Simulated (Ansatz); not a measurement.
**Cu7 slab: levels of theory**

Aim: for Cu7 slab, compare levels of theory; the runs are relaxing the atoms and single point.

Program: Ansatz 0.2.0. Level of theory: DFT PBE+D3(BJ), scalar-relativistic, plane waves, PAW, and further levels as typed in the inputs. These are calculated values, not measurements.

## Step 1: The system as given

Symmetry: P-3m1, No. 164, trigonal system. Conventional cell: a = 2.556 Å, b = 2.556 Å, c = 26.523 Å, α = 90.00°, β = 90.00°, γ = 120.00°. Cu (site symmetry 3m) has 9 Cu at 2.56 Å in its first shell of neighbours. Cu (site symmetry 3m) has 12 Cu at 2.56 Å in its first shell of neighbours. Cu (site symmetry -3m) has 12 Cu at 2.56 Å in its first shell of neighbours.

Structure file:

```
CELL_PARAMETERS angstrom
2.55619 0.00000 0.00000
-1.27810 2.21373 0.00000
0.00000 0.00000 26.52273
ATOMIC_POSITIONS crystal
Cu 0.00000 0.00000 0.26392
Cu 0.66667 0.33333 0.34262
Cu 0.33333 0.66667 0.42131
Cu 0.00000 0.00000 0.50000
Cu 0.66667 0.33333 0.57869
Cu 0.33333 0.66667 0.65738
Cu 0.00000 0.00000 0.73608
```

## Step 2: Relaxing the atoms: Cu7 slab, no spin

input.yaml reads:

```yaml
crystal:
  lattice:
    - [2.556191014, 0.0, 0.0]
    - [-1.278095507, 2.213726355, 0.0]
    - [0.0, 0.0, 26.5227273387]
  atoms:
    - { symbol: Cu, position: [0.0, 0.0, 0.2639245923] }
    - { symbol: Cu, position: [0.6666666667, 0.3333333333, 0.3426163949] }
    - { symbol: Cu, position: [0.3333333333, 0.6666666667, 0.4213081974] }
    - { symbol: Cu, position: [0.0, 0.0, 0.5] }
    - { symbol: Cu, position: [0.6666666667, 0.3333333333, 0.5786918026] }
    - { symbol: Cu, position: [0.3333333333, 0.6666666667, 0.6573836051] }
    - { symbol: Cu, position: [0.0, 0.0, 0.7360754077] }
scf:
  occupations: { method: gaussian, width: 0.05 }
output:
  forces: true
  stress: false
  write_density: true
  write_potential: true
  elf: true
  volumetric_format: npy
kpoints:
  mp_grid: { grid: [24, 24, 1] }
efield:
  axis: 3
  dipole_correction: true
hamiltonian:
  xc: pbe
  dispersion: d3bj
relax:
  f_tol: 0.03
  max_steps: 120
```

Launch:

```console
$ ansatz run input.yaml --threads 8 --pin off --max-ram 23552MiB --backend cpu --events-out ev --progress --plain --runs-dir out
```

Output:

```text
Warning: RAYON_NUM_THREADS=8 ignored (pool sized by the plan → 8); use --threads N
Engine: ansatz 0.2.0, x86_64-unknown-linux-gnu
Pseudopotentials: kind: paw
Pseudopotential: Cu, paw, valence charge 19, recommended cutoff 420 eV (normal), Cu.paw.azcp
Functional definition: PBE
  parameter kappa = 0.804
  parameter beta = 0.06672455060314922
  exchange = pbe_x(kappa = kappa, mu = beta*pi^2/3)
  correlation = pbe_c(beta = beta)
Crystal: 7 atoms, lattice volume = 150.084 Å³
Basis set: ecut = 420 eV, 2975 PW (Γ), exchange–correlation on 36×36×360 points (8 copies of the dense FFT grid, shifted against one another)
Bands: 80, of which v1, the nominal top of the filled ones, is band 67 counted from 1 (66 counted from 0)
Symmetry: 6 space group operations
k-points: 61 of 576 (time reversal used)
Non-local potential: Cu, projectors of the file, l = 0: 3, l = 1: 2, l = 2: 3, l = 3: 1
PAW form: soft (Blöchl's): semilocal exchange-correlation on the pseudo side does not see the compensation charge
PAW one-centre angular grid: Cu, 590 points (default); XC on 64 Gauss nodes
Initial density: superposition of atomic densities (neutral atoms: chi_scale 0, normalization atom), corrected by the library's trained network
Initial wavefunctions: pseudopotential atomic-orbital guess
Functional: x = pbe(κ = 0.804, μ = 0.2195149727645171), c = pbe(β = 0.06672455060314922)
SCF iter   1: F=—  HF=-46378.736747 eV  |F-HF|=—  |Δ(HF+E_count)|=         —  Δρ=1.32e-3  dr2=3.56e-2  ethr=1.77e-3  p=0.000 e·Å  D=2.73e-13 V/Å  ΔV_dip=-0.00 eV  dr2_dipole=1.92e-8  V_vac-E_F(+/−)=4.70/4.70 eV  ⟨swp⟩=6.6  Hψ=19156  notcnv=0  defer=126
efield: sawtooth ramp at fractional position 0.9500 (placed from the atoms, in the widest stretch of the axis that holds none; the zero of the levels goes with the place), width 0.1000; the density the first Hamiltonian is built on has a dipole p = 0.000 e·Å; the dipole correction subtracts the counter field D = 2.73e-13 V/Å, which shifts the + side's vacuum level by -0.00 eV against the − side's; the planar-averaged density in the ramp window peaks in size at 1.2e-4 e/Å³
preconditioner: auto → LDOS  [metal: Δε(μ)=0.012 eV  Ē_g=9.020 eV  σ=0.050 eV  W_gap=0.13  n_scr=22 (ndim 8)  ℏωp=26.6 eV  f_vac=0.425  D(μ)=2.81/eV (n_scr^D=14)  β→1.0]
SCF iter   2: F=—  HF=-46378.740555 eV  |F-HF|=—  |Δ(HF+E_count)|=   3.81e-3  Δρ=3.15e-3  dr2=1.11e-2  ethr=2.67e-5  p=-0.000 e·Å  D=-1.06e-6 V/Å  ΔV_dip=0.00 eV  dr2_dipole=1.72e-8  V_vac-E_F(+/−)=4.77/4.77 eV  ⟨swp⟩=2.7  Hψ=8979  notcnv=0  defer=393
SCF iter   3: F=—  HF=-46378.738946 eV  |F-HF|=—  |Δ(HF+E_count)|=   1.61e-3  Δρ=5.81e-4  dr2=7.31e-4  ethr=8.33e-6  p=0.000 e·Å  D=7.58e-7 V/Å  ΔV_dip=-0.00 eV  dr2_dipole=1.04e-9  V_vac-E_F(+/−)=4.76/4.76 eV  ⟨swp⟩=2.0  Hψ=7018  notcnv=0  defer=393
SCF iter   4: F=—  HF=-46378.738945 eV  |F-HF|=—  |Δ(HF+E_count)|=   1.04e-6  Δρ=4.36e-4  dr2=5.20e-4  ethr=5.50e-7  p=-0.000 e·Å  D=-1.66e-7 V/Å  ΔV_dip=0.00 eV  dr2_dipole=2.73e-9  V_vac-E_F(+/−)=4.77/4.77 eV  ⟨swp⟩=2.7  Hψ=7920  notcnv=0  defer=393
SCF iter   5: F=—  HF=-46378.738933 eV  |F-HF|=—  |Δ(HF+E_count)|=   1.25e-5  Δρ=2.30e-4  dr2=1.88e-4  ethr=3.91e-7  p=-0.000 e·Å  D=-8.68e-8 V/Å  ΔV_dip=0.00 eV  dr2_dipole=1.40e-9  V_vac-E_F(+/−)=4.78/4.78 eV  ⟨swp⟩=1.3  Hψ=4661  notcnv=0  defer=393
SCF iter   6: F=-46378.738917 eV  HF=-46378.738935 eV  |F-HF|=1.80e-5  |Δ(HF+E_count)|=   2.00e-6  Δρ=9.85e-5  dr2=2.06e-5  ethr=1.69e-8  p=0.000 e·Å  D=3.71e-8 V/Å  ΔV_dip=-0.00 eV  dr2_dipole=1.07e-10  V_vac-E_F(+/−)=4.79/4.79 eV  ⟨swp⟩=11.2  Hψ=46190  notcnv=0
WARN: efield: at this solve's end the planar-averaged density reaches 5.72e-5 e/Å³ inside the ramp window [0.9123, 0.0877] (bound 1e-5 e/Å³), and -5.70e-5 e/Å³ on another of its planes; by the running means of the window's planes the mean density over a ramp is at most 1.10e-5 e/Å³, which is held to the bound (the quickstart, § The vacuum guard, A window that rings); the window's nearer edge stands 4.67 Å from this solve's nearest atom along the axis. Its work functions, free energy, forces, stress, dipole, levels and responses can be off, and this figure does not tell by how much. A short vacuum, a low `basis.ecutwfc` or `basis.ecutrho_ratio` and negative occupations (`scf.occupations.method`) can put density there. See the manual's quickstart, § The vacuum guard
SCF 1 converged in 6 iterations: F = -46378.738917 eV  dr2 = 2.06e-5
  Residual-converged pass: ⟨swp⟩=1.0  Hψ=5124  notcnv=0  max |occ|·‖R‖ = 7.1e-9 eV (tolerance 1.0e-8 eV)  dr2=2.06e-5  dr2_onsite=3.47e-6  max |Δocc| = 3.4e-11
relax step   1: F+E_penalty+E_count = -46378.73891689 eV  Δ(F+E_penalty+E_count) = +0.000e0 eV  max|allowed force component| = 1.806e-1 eV/Å  Δτ_max = 0.0000 Å  (6 SCF iters, dr2 threshold 2.25e-5 eV, accepted)
[... 14 lines left out ...]
relax step   2: F+E_penalty+E_count = -46378.76188265 eV  Δ(F+E_penalty+E_count) = -2.297e-2 eV  max|allowed force component| = 1.121e-1 eV/Å  Δτ_max = 0.0655 Å  (8 SCF iters, dr2 threshold 2.04e-6 eV, accepted)
[... 14 lines left out ...]
relax step   3: F+E_penalty+E_count = -46378.77233822 eV  Δ(F+E_penalty+E_count) = -1.046e-2 eV  max|allowed force component| = 9.368e-3 eV/Å  Δτ_max = 0.0873 Å  (11 SCF iters, accepted)
NSCF: frozen V_eff on 61 k-points
the band table was solved once a step of the walk had ended and its energy, with any forces and stress, was formed, with the checks that follow a solve (25961 applications of the Hamiltonian). They found nothing against the state; the energy, forces and stress were not computed again (output.eigenvalues in the input reference)
WARN: The output density's exchange-correlation potential varies sharply where the density is thin. Do not read a vacuum level from v_tot or v_xc, or from such a field of the output density. On a cell that repeats whose density bears no net charge and no dipole along the vacuum's axis use v_es (v_loc + v_h of the components); under efield.dipole_correction with no amplitude use v_es + v_field, which holds any external_charges[].barrier, or the levels of the report's work_function block, which leave it out; under a non-zero efield.amplitude the vacuum is tilted and has no level; on a cell that repeats and bears such a dipole with no correction it is tilted too, and efield.dipole_correction with no amplitude gives each side of its ramp a level where efield: is served; in a cell that repeats whose density bears a net charge (total_charge, or a fill off its count) it is curved and has none; of a slab under crystal.periodic whose density bears no net charge use v_es, which has a level on each side, short of where the two are joined; of another it falls or rises all the way out and has none; of a slab beside external_charges read slab_vacuum_level instead, which it has where they leave it neutral. The grid or the basis barely resolves most such structure, and the values can differ between equally converged runs; as a rule a tighter scf.convergence.dr2_threshold does not remove it. Where the density itself ripples (under the LDA too) a higher basis.ecutwfc lessens it. The files hold the spikes' plane waves up to the density's cutoff. Files: v_tot_of_output_density and the like, and their columns of v_z.tsv (output.write_potential); v_xc_of_output_density and the like, and their columns of v_comp_z.tsv (output.write_potential_components). Measured: with its Gaussian average of σ = 0.25 Å subtracted twice, the exchange-correlation potential is over 0.1 eV at 502 of the grid points where the equally averaged density (valence and model cores) is under 1e-3 e/Å³, and 0.430 eV at the most among them, at an averaged density of 6.7e-8 e/Å³. The input density's (outcome.potential() and, of a run that writes arrays, v_tot and v_xc) is over 0.1 eV, so measured, at 33 points of its own thin density, 0.123 eV at the most. See output.write_potential in the manual, Limitations
SCF converged after 11 iterations
Free energy (F): -46378.772338 eV
Harris-Foulkes:  -46378.772338 eV  (|F-HF|=3.07e-8)
Internal energy: -46378.769656 eV  (E = F + TS)
E sigma→0 (E₀):  -46378.770997 eV
Entropy (-TS):   -0.002682 eV (-0.383 meV/atom)
Fermi energy:    7.176087 eV
Dipole field:    D = 0.000002 V/Å  (p = 0.000001 e·Å, saw-weighted, corrected)
Work function:   Φ+ = 4.7345 eV   Φ− = 4.7345 eV
Levels:          The Fermi level and band energies are counted from a zero that moves with the ramp; work functions are not
--- Per-component energies (eV) ---
  E_band       = -3792.203260
  E_kinetic    = 2100.325827
  E_local      = -300765.022250  (includes V_loc(G=0)·N_el)
  E_nonlocal   = 2731.595511
  E_hartree    = 148058.003102
  E_xc         = -625.986119
  E_vxc        = -807.698530  (∫ρ·V_xc dr)
  E_paw        = -11642.570908  (= ΣΔE_a)
  E_vpaw       = -3167.327812  (= ΣTr[D̂ρ^β])
  E_aug_tail   = 0.001950  (compensation charges beyond the density's cutoff)
  E_efield     = 0.000000  (sawtooth field / dipole correction)
  E_vefield    = 0.000000  (∫n·V_field dr)
  E_ewald      = 113768.412375
  E_disp       = -3.529144  (pairwise vdW)
  E_smearing   = -0.002682  (= −TS)
  E_closure    = 0.000000  (closes the sum)
  Σ components = -46378.772338   (vs F -46378.772338, Δ=0.00e0)
--- Forces (eV/Å), atoms counted from 1 ---
  atom   1  Cu     0.00000000    -0.00000000    -0.00936843
  atom   2  Cu    -0.00000000     0.00000000    -0.00290604
  atom   3  Cu    -0.00000000     0.00000000     0.00438065
  atom   4  Cu    -0.00000000    -0.00000000    -0.00000077
  atom   5  Cu     0.00000000    -0.00000000    -0.00438031
  atom   6  Cu     0.00000000    -0.00000000     0.00290819
  atom   7  Cu     0.00000000     0.00000000     0.00936614
  max |Σ_I F_I| component: 5.59e-7 eV/Å
--- Band table (eV; the first three rows and the last of 61) ---
  k-point 0: bands = ["-105.5225", "-105.5074", "-105.5050", "-105.4720", "-105.4720", "-105.1762", "-105.1762", "-62.9457", "-62.9124", "-62.8766", "-62.8477", "-62.8477", "-62.8425", "-62.8301", "-62.8289", "-62.8289", "-62.8262", "-62.8262", "-62.7930", "-62.7930", "-62.7929", "-62.7929", "-62.5342", "-62.5342", "-62.5342", "-62.5342", "-62.4994", "-62.4994", "-2.3043", "-1.7738", "-0.9570", "0.0664", "1.0899", "1.7636", "1.9411", "3.9197", "3.9377", "4.0184", "4.0184", "4.0396", "4.0396", "4.1034", "4.1160", "4.1160", "4.1611", "4.1611", "4.1703", "4.1976", "4.1976", "4.3425", "4.4349", "4.4349", "4.4372", "4.4372", "4.8868", "4.8868", "4.9135", "4.9135", "4.9966", "4.9966", "5.0082", "5.1401", "5.1401", "5.3322", "5.3322", "5.5169", "5.5169", "5.5604", "5.5604", "6.4162", "6.7966", "11.3375", "11.7164", "12.2816", "13.4685", "13.9490", "15.9410", "16.2501", "18.9536", "19.1105"]
[... 3 lines left out ...]
--- Relaxed structure (3 steps of the walk, 3 accepted, 0 SCFs on fresh bases) ---
  F+E_penalty+E_count = -46378.77233822 eV   max|allowed force component| = 9.368e-3 eV/Å
  atoms:
    - { symbol: Cu, position: [2.212198179208185e-18, -3.1936258413101358e-31, 0.2696857555089626] }
    - { symbol: Cu, position: [0.6666666666666666, 0.3333333333333333, 0.3465945752854457] }
    - { symbol: Cu, position: [0.3333333333333333, 0.6666666666666666, 0.4232010500238306] }
    - { symbol: Cu, position: [5.485373974002992e-25, 2.288301189159579e-30, 0.5000000014285388] }
    - { symbol: Cu, position: [0.6666666666666666, 0.3333333333333333, 0.5767989465865399] }
    - { symbol: Cu, position: [0.3333333333333333, 0.6666666666666666, 0.653405417912563] }
    - { symbol: Cu, position: [-2.2121948143194237e-18, -3.2771453215934645e-31, 0.7303142532541196] }
```

Wall time 22 s (8 threads of Intel Xeon Platinum 8488C (Sapphire Rapids), shared host); peak memory 1.3 GiB.

Relaxation path:

| step | E - E(step 1) (eV/cell) | largest force component (eV/Å) |
| --- | --- | --- |
| 1 | 0.0000 | 0.1806 |
| 2 | -0.0230 | 0.1121 |
| 3 | -0.0334 | 0.0094 |

Step 1 is the start.

A dipole layer in the vacuum cancels the field that periodic copies would set up if the slab's two faces differ.

Density in a lattice plane of the grid's cell (edges 2.56 and 26.52 Å, at 0.000 of the third edge), which holds Cu.

Values in e/Å³, 12 rows by 6 columns:
```
 0.00  0.00  0.00  0.00  0.00  0.00
 0.00  0.00  0.00  0.00  0.00  0.00
 8.58  2.76  0.38  0.20  0.38  2.76
 0.22  0.27  0.53  0.89  0.53  0.27
 0.21  0.28  0.68  1.25  0.69  0.28
63.47 13.73  0.85  0.28  0.85 13.73
 0.21  0.28  0.69  1.25  0.68  0.28
 0.22  0.27  0.53  0.89  0.53  0.27
 8.58  2.76  0.38  0.20  0.38  2.76
 0.00  0.00  0.00  0.00  0.00  0.00
 0.00  0.00  0.00  0.00  0.00  0.00
 0.00  0.00  0.00  0.00  0.00  0.00
```
Columns run along the first of these edges and rows up along the second, over one cell in 6 and 12 even steps from the bottom left corner. Atoms in the plane (fractional): Cu at (0.00, 0.27), Cu at (0.00, 0.50), Cu at (1.00, 0.73).

ELF in the same plane.

Ten even steps from '0' (0.00) to '9' (0.92):
```
000000
000000
000000
111111
321212
212221
221212
221112
322122
951215
322122
221112
221212
212221
321212
111111
000000
000000
000000
000000
```
Columns run along the first of these edges and rows up along the second, over one cell in 6 and 20 even steps from the bottom left corner. Atoms in the plane (fractional): Cu at (0.00, 0.27), Cu at (0.00, 0.50), Cu at (1.00, 0.73).

Both are smooth fields of the valence electrons: close to the nuclei they are not physical.

## Step 3: Single point: LDA

It takes the final geometry of step 2.

input.yaml reads:

```yaml
crystal:
  lattice:
    - [2.556191014, 0.0, 0.0]
    - [-1.278095507, 2.213726355, 0.0]
    - [0.0, 0.0, 26.5227273387]
  atoms:
    - { symbol: Cu, position: [0.0, 0.0, 0.2696857555] }
    - { symbol: Cu, position: [0.6666666667, 0.3333333333, 0.3465945753] }
    - { symbol: Cu, position: [0.3333333333, 0.6666666667, 0.42320105] }
    - { symbol: Cu, position: [0.0, 0.0, 0.5000000014] }
    - { symbol: Cu, position: [0.6666666667, 0.3333333333, 0.5767989466] }
    - { symbol: Cu, position: [0.3333333333, 0.6666666667, 0.6534054179] }
    - { symbol: Cu, position: [0.0, 0.0, 0.7303142533] }
scf:
  occupations: { method: gaussian, width: 0.05 }
output: {}
kpoints:
  mp_grid: { grid: [24, 24, 1] }
efield:
  axis: 3
  dipole_correction: true
hamiltonian:
  xc: lda
```

Launch:

```console
$ ansatz run input.yaml --threads 8 --pin off --max-ram 23552MiB --backend cpu --events-out ev --progress --plain --runs-dir out
```

Output (excerpt; [...] marks lines left out):

```text
Warning: RAYON_NUM_THREADS=8 ignored (pool sized by the plan → 8); use --threads N
[...]
[... 2 set-up lines as earlier in the session ...]
Functional definition: SPW92
[...]
Crystal: 7 atoms, lattice volume = 150.084 Å³
Basis set: ecut = 420 eV, 2975 PW (Γ)
Bands: 75, of which v1, the nominal top of the filled ones, is band 67 counted from 1 (66 counted from 0)
[... 1 set-up line as earlier in the session ...]
k-points: 61 of 576 (time reversal used)
[...]
SCF iter   1: F=—  HF=-45888.650554 eV  |F-HF|=—  |Δ(HF+E_count)|=         —  Δρ=1.75e-2  dr2=2.50e-1  ethr=1.77e-3  p=-0.000 e·Å  D=-8.48e-9 V/Å  ΔV_dip=0.00 eV  dr2_dipole=8.46e-8  V_vac-E_F(+/−)=5.00/5.00 eV  ⟨swp⟩=6.3  Hψ=17926  notcnv=0  defer=17
[...]
SCF iter  11: F=-45888.599666 eV  HF=-45888.599666 eV  |F-HF|=3.73e-9  |Δ(HF+E_count)|=   3.97e-8  Δρ=3.01e-6  dr2=1.39e-8  ethr=7.52e-11  p=-0.000 e·Å  D=-1.17e-9 V/Å  ΔV_dip=0.00 eV  dr2_dipole=1.59e-13  V_vac-E_F(+/−)=5.09/5.09 eV  ⟨swp⟩=3.0  Hψ=10951  notcnv=0
[...]
SCF converged after 11 iterations
Free energy (F): -45888.599666 eV
[...]
E sigma→0 (E₀):  -45888.598259 eV
Entropy (-TS):   -0.002815 eV (-0.402 meV/atom)
Fermi energy:    6.770843 eV
Dipole field:    D = 0.000001 V/Å  (p = 0.000001 e·Å, saw-weighted, corrected)
Work function:   Φ+ = 5.0915 eV   Φ− = 5.0915 eV
Levels:          The Fermi level and band energies are counted from a zero that moves with the ramp; work functions are not
[...]
```

Run time: 6 s. Hardware: 8 threads of Intel Xeon Platinum 8488C (Sapphire Rapids), shared host; peak memory 1 GiB.

## Step 4: Single point: r2SCAN

It takes the final geometry of step 2.

Edit input.yaml of step 3 so:

```diff
@@ -22,2 +22,2 @@
 hamiltonian:
-  xc: lda
+  xc: r2scan
```

Launch:

```console
$ ansatz run input.yaml --threads 8 --pin off --max-ram 23552MiB --backend cpu --events-out ev --progress --plain --runs-dir out
```

Output (excerpt; [...] marks lines left out):

```text
Warning: RAYON_NUM_THREADS=8 ignored (pool sized by the plan → 8); use --threads N
[...]
[... 1 set-up line as earlier in the session ...]
Pseudopotential: Cu, paw, valence charge 19, recommended cutoff 500 eV (meta_gga), Cu.paw.azcp
Functional definition: r2SCAN
[...]
Crystal: 7 atoms, lattice volume = 150.084 Å³
Basis set: ecut = 500 eV, 3841 PW (Γ), exchange–correlation on 80×80×800 points (64 copies of the dense FFT grid, shifted against one another)
Bands: 75, of which v1, the nominal top of the filled ones, is band 67 counted from 1 (66 counted from 0)
[... 1 set-up line as earlier in the session ...]
k-points: 61 of 576 (time reversal used)
[...]
SCF iter   1: F=—  HF=-46417.665068 eV  |F-HF|=—  |Δ(HF+E_count)|=         —  Δρ=3.03e-2  dr2=7.68e-1  dr2_τ=6.17e-3  ethr=1.77e-3  p=-0.000 e·Å  D=-8.48e-9 V/Å  ΔV_dip=0.00 eV  dr2_dipole=1.83e-7  V_vac-E_F(+/−)=4.99/4.99 eV  ⟨swp⟩=6.3  Hψ=18019  notcnv=0  defer=15
[...]
SCF iter  13: F=-46417.538379 eV  HF=-46417.538380 eV  |F-HF|=1.20e-7  |Δ(HF+E_count)|=   5.18e-8  Δρ=1.05e-5  dr2=9.74e-8  dr2_τ=6.05e-10  ethr=4.22e-11  p=-0.000 e·Å  D=-3.02e-8 V/Å  ΔV_dip=0.00 eV  dr2_dipole=3.08e-14  V_vac-E_F(+/−)=4.76/4.76 eV  ⟨swp⟩=1.3  Hψ=13348  notcnv=0
[...]
SCF converged after 13 iterations
an eigenvalue changed by more than its tolerance at an iteration that met the thresholds in force, so the SCF went on 1 time: the last check found none over its tolerance
Free energy (F): -46417.538379 eV
[...]
E sigma→0 (E₀):  -46417.537180 eV
Entropy (-TS):   -0.002399 eV (-0.343 meV/atom)
Fermi energy:    7.051958 eV
Dipole field:    D = -0.000000 V/Å  (p = -0.000000 e·Å, saw-weighted, corrected)
Work function:   Φ+ = 4.7575 eV   Φ− = 4.7575 eV
Levels:          The Fermi level and band energies are counted from a zero that moves with the ramp; work functions are not
[...]
```

Run time: 13 s. Hardware: 8 threads of Intel Xeon Platinum 8488C (Sapphire Rapids), shared host; peak memory 1.5 GiB.

## Step 5: Results

```
step       level  energy (eV)  gap on the mesh (eV)  time
   2  PBE+D3(BJ)   -46378.771                  0.00  22 s
   3         LDA   -45888.598                   n/a   6 s
   4      r2SCAN   -46417.537                   n/a  13 s
```

Totals of different systems or levels have different zeros; only balanced differences at one level mean anything.

**Reading.** The rows set the runs side by side; convergence of the settings was not tested in this session.
